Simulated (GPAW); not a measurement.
Here is a GPAW 26.7.0 calculation.

run.py

```python
import json
import numpy as np
from ase.dft.bandgap import bandgap
from ase.io import write
from ase.spacegroup import crystal
from gpaw import GPAW, PW

# Y 4a
atoms = crystal(['Y'],
                basis=[[0.0, 0.0, 0.0]],
                spacegroup=225, setting=1,  # Fm-3m
                cellpar=[5.10398212, 5.10398212, 5.10398212, 90.0, 90.0, 90.0],
                primitive_cell=True)

calc = GPAW(mode=PW(600),
            xc={'name': 'C09-vdW', 'backend': 'libvdwxc'},
            kpts={'size': (9, 9, 9), 'gamma': True},
            occupations={'name': 'fermi-dirac', 'width': 0.05},
            nbands=14,
            convergence={'density': 1e-05, 'energy': 1e-05},
            maxiter=150,
            txt='gpaw.txt')
atoms.calc = calc
energy = atoms.get_potential_energy()
forces = atoms.get_forces()
calc.write('gs.gpw')
write('result.traj', atoms)
print(f'Energy: {energy:.6f} eV')
print('Forces (eV/A):')
print(forces.round(4))
print('Fermi level:', round(calc.get_fermi_level(), 4), 'eV')
print(f'Gap: {bandgap(calc)[0]:.4f} eV, direct: {bandgap(calc, direct=True)[0]:.4f} eV')

size = (14, 14, 14)
dense = calc.fixed_density(kpts={'size': size, 'gamma': True}, update_fermi_level=True,
                           convergence={'bands': 'CBM+2.0', 'eigenstates': 1e-7}, txt='dense.txt')
ef = dense.get_fermi_level()
index = np.round(dense.get_bz_k_points() * size).astype(int) % size
recip = 2 * np.pi * atoms.cell.reciprocal()
sheets = []
for s, e_kn in enumerate(dense.eigenvalues()):
    for n in range(e_kn.shape[1] - 2):
        if e_kn[:, n].min() < ef < e_kn[:, n].max():
            e = np.empty(size)
            e[tuple(index.T)] = e_kn[dense.get_bz_to_ibz_map(), n] - ef
            de = np.array([(np.roll(e, -1, c) - np.roll(e, 1, c)) * size[c] / 2 for c in range(3)])
            v = np.linalg.norm(np.einsum('vc,cxyz->vxyz', np.linalg.inv(recip), de), axis=0)
            w = np.exp(-(e / 0.1)**2) / (0.1 * np.pi**0.5)
            sheets.append({'spin': s, 'band': n, 'filled': (e < 0).mean(), 'dos': w.mean(), 'bottom': e.min(), 'top': e.max(),
                           'velocity': (w * v).sum() / w.sum() * 1.519267e5, 'slice': e[:, :, 0].round(3).tolist()})
            print(f'spin {s} band {n}: filled share {sheets[-1]["filled"]:.3f}, from {e.min():.3f} to {e.max():.3f} eV,',
                  f'{w.mean():.3f} states/eV, mean velocity {sheets[-1]["velocity"]:.3e} m/s')
print('Fermi level on the dense mesh:', round(ef, 4), 'eV,', len(sheets), 'sheets')
json.dump({'ef': ef, 'sheets': sheets}, open('fermi.json', 'w'))
```

Potentials or basis: GPAW PAW data sets (gpaw-data 1.2.1), pw.

Launch:

```sh
$ OMP_NUM_THREADS=1 python run.py
```

**Question.** What does it give for the band gap on the k mesh?

**Answer.** None (metal or under the smearing width).

Caveat: the PAW data sets were made with another functional, which shifts forces and pressure a little.
